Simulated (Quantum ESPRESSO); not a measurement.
The system is TiO2.

```xyz
12
Lattice="-2.9732 3.2874 3.2874 2.9732 -3.2874 3.2874 2.9732 3.2874 -3.2874" Properties=species:S:1:pos:R:3 pbc="T T T"
Ti    1.4866   -1.6437    1.6437
Ti    1.4866    1.6437   -1.6437
Ti    0.0000    1.6437    1.6124
Ti    2.9732    1.6437    1.6750
O     1.4875    1.6437    2.9263
O     1.4857    4.9311   -0.3611
O     0.0000    0.3609    4.9286
O     2.9732   -0.3609    1.6412
O     0.0000    3.6483    1.6462
O     1.4875   -1.6437    3.6485
O     2.9732    2.9264   -1.6412
O     1.4857    1.6437    0.3611
```

The cell is a database's computed one.

```yaml
Program: Quantum ESPRESSO 7.5
Task: single point
Functional: PBE
Potentials_or_basis: SSSP 1.3 efficiency PBE
Cutoff: 748 eV
Density_cutoff: 5987 eV
k_mesh: 6 × 6 × 6
Occupations: fermi-dirac, width 0.05 eV
Spin: no spin polarisation
```

On this cell: pressure -1.6 GPa; largest force 0.061 eV/Å; band gap on the k mesh 1.83 eV.

The same run follows on a disturbed copy (atoms moved at random, drawn with an rms of 0.05 Å):

```xyz
12
Lattice="-2.9732 3.2874 3.2874 2.9732 -3.2874 3.2874 2.9732 3.2874 -3.2874" Properties=species:S:1:pos:R:3 pbc="T T T"
Ti    1.5077   -1.6673    1.6262
Ti    1.4396    1.6441   -1.6467
Ti    0.0143    1.6395    1.6106
Ti    2.9885    1.6224    1.7053
O     1.4886    1.6643    2.9428
O     1.4986    5.0124   -0.3937
O    -0.0073    0.3354    4.9323
O     2.9734   -0.3837    1.6382
O    -0.0195    3.6555    1.6106
O     1.5467   -1.6121    3.5858
O     3.0093    2.9436   -1.6509
O     1.5037    1.6254    0.3731
```

What changes?

The energy moves by +12.5 meV/atom; pressure -1.5 GPa; largest force 1.393 eV/Å; band gap on the k mesh 1.77 eV.

Forces on the atoms (eV/Å):
```
Ti  -1.312  0.006  0.468
Ti   1.272 -0.166  0.230
Ti   0.013 -0.104 -0.448
Ti  -0.230  0.169 -0.398
O    0.292 -0.051 -0.312
O   -0.094 -0.504  0.053
O    0.177  0.267 -0.229
O    0.251  0.499 -0.019
O    0.345  0.211  0.018
O   -0.458 -0.297  0.718
O   -0.401 -0.183  0.076
O    0.144  0.153 -0.157
```

Stress tensor (GPa, compression positive):
```
-1.57 -0.43  0.27
-0.43 -1.48 -0.25
 0.27 -0.25 -1.34
```

A k mesh can miss the band edges.
